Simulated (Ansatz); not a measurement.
Step by step: Ge, atoms shaken at random, then relaxed in the fixed cell

These are results of DFT, LDA, PAW with Ansatz's default frozen-core files, scalar-relativistic (Ansatz 0.2.0), not measurements.

Command: `ansatz run input.yaml --threads 1 --pin off --max-ram 2048MiB --backend cpu --events-out ev --progress --plain --runs-dir out` The run took about 78 s on 1 thread of a shared machine.

```yaml
crystal:
  lattice:
    - [-2.495898, 2.650863, 1.436947]
    - [2.495898, -2.650863, 1.436947]
    - [2.495898, 2.650863, -1.436947]
  atoms:
    - { symbol: Ge, position: [0.61975791, 0.91511945, 0.74497915] }
    - { symbol: Ge, position: [0.38561658, 0.11446482, 0.27561837] }
kpoints:
  mp_grid: { grid: [9, 9, 9] }
scf:
  occupations: { method: fermi_dirac, width: 0.05 }
hamiltonian:
  xc: lda
  pseudopotentials: { kind: paw }
output:
  forces: true
  stress: true
  efg: { contact_densities: true }
relax:
  f_tol: 0.01
  max_steps: 80
```

Structure from Materials Project entry mp-1061054 (possibly hypothetical). The listed cell was then made from it by scaling, straining or moving an atom.

The cutoff is 420 eV; energies and pressures of the walk include the program's estimate of the Pulay term. The PAW files were made with PBE; their cores are remade for this functional.

Each frame lists Cartesian positions (Å) and forces (eV/Å). Free energies count from the first step, -8430.9288 eV.

The walk took 5 evaluations in all; steps that aren't listed are left out.

Step 1: E = 0.0 meV

```
Ge    2.5966    1.1919    1.1350    -0.414   0.692  -0.100
Ge    0.0111    1.4494    0.3225     0.414  -0.692   0.100
```

Step 2:

```
Ge    2.5626    1.2403    1.1342
Ge    0.0451    1.4010    0.3233
```

Step 3: E = -94.7 meV

```
Ge    2.5531    1.3078    1.2060    -0.008   0.067  -0.001
Ge    0.0547    1.3335    0.2516     0.008  -0.067   0.001
```

Question: Give the energy and forces of step 2.

Answer: E = -65.4 meV
```
Ge    2.5626    1.2403    1.1342    -0.104   0.315   0.005
Ge    0.0451    1.4010    0.3233     0.104  -0.315  -0.005
```

Question: How does the relaxation end?

Answer: It converges, with a = 3.914 Å, b = 3.914 Å, c = 3.914 Å, α = 100.77°, β = 94.74°, γ = 136.93° for the cell as listed; within 0.05 Å it has space group Imma; smaller departures are within what the tolerances leave open. The last solve (at the final positions) gives E = -95.5 meV:
```
Ge    2.5518    1.3213    1.2074     0.000  -0.003   0.000
Ge    0.0559    1.3200    0.2502     0.000   0.003   0.000
```
